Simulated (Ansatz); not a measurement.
## Infrared modes and screening in RbBr (zincblende)

Perturbation theory with PBEsol in Ansatz 0.2.0 on the PBEsol cell, ground state and force constants on a 6×6×6 mesh. Spin-unpolarised throughout. Whether this structure exists isn't addressed.

Space group F-43m (No. 216), cubic; a = 7.631 Å in the conventional setting, 55.54 Å³ an atom. Around Rb lie 4 Br at 3.30 Å; around Br lie 4 Rb at 3.30 Å.

```cif
data_structure
_symmetry_space_group_name_H-M 'P 1'
_symmetry_Int_Tables_number 1
_cell_length_a 5.3957
_cell_length_b 5.3957
_cell_length_c 5.3957
_cell_angle_alpha 60.000
_cell_angle_beta 60.000
_cell_angle_gamma 60.000
_cell_volume 111.08
loop_
_atom_site_label
_atom_site_type_symbol
_atom_site_fract_x
_atom_site_fract_y
_atom_site_fract_z
_atom_site_occupancy
Rb1 Rb 0.00000 0.00000 0.00000 1
Br1 Br 0.25000 0.25000 0.25000 1
```

Optical modes without the longitudinal term:

| ω (cm⁻¹) | degeneracy | IR intensity, summed over the level ((D/Å)²/amu) |
| --- | --- | --- |
| 93 | 3 | 1.87 |

The optical mode at Γ lies at 93 cm⁻¹ without the longitudinal term. With the long-range field the highest mode reaches 120 cm⁻¹.

The electronic dielectric tensor ε∞ is 2.06 in all directions. With the ions relaxed, ε⁰ is 3.4 in all directions. Born charges, averaged over directions: Rb +1.06, Br -1.06 e.

With one polar mode in a cubic crystal the Lyddane-Sachs-Teller relation applies: (ω_LO/ω_TO)² = (120.1/92.8)² = 1.675, and ε⁰/ε∞ = 3.448/2.058 = 1.675. The refractive index √ε∞ is 1.43.

For comparison, on the r2SCAN cell the mean ε∞ is 1.95 with r2SCAN (ground state on 6×6×6; least gap 4.65 eV), 2.02 with PBE (ground state on 6×6×6; least gap 4.07 eV).

Spin-orbit coupling is left out.
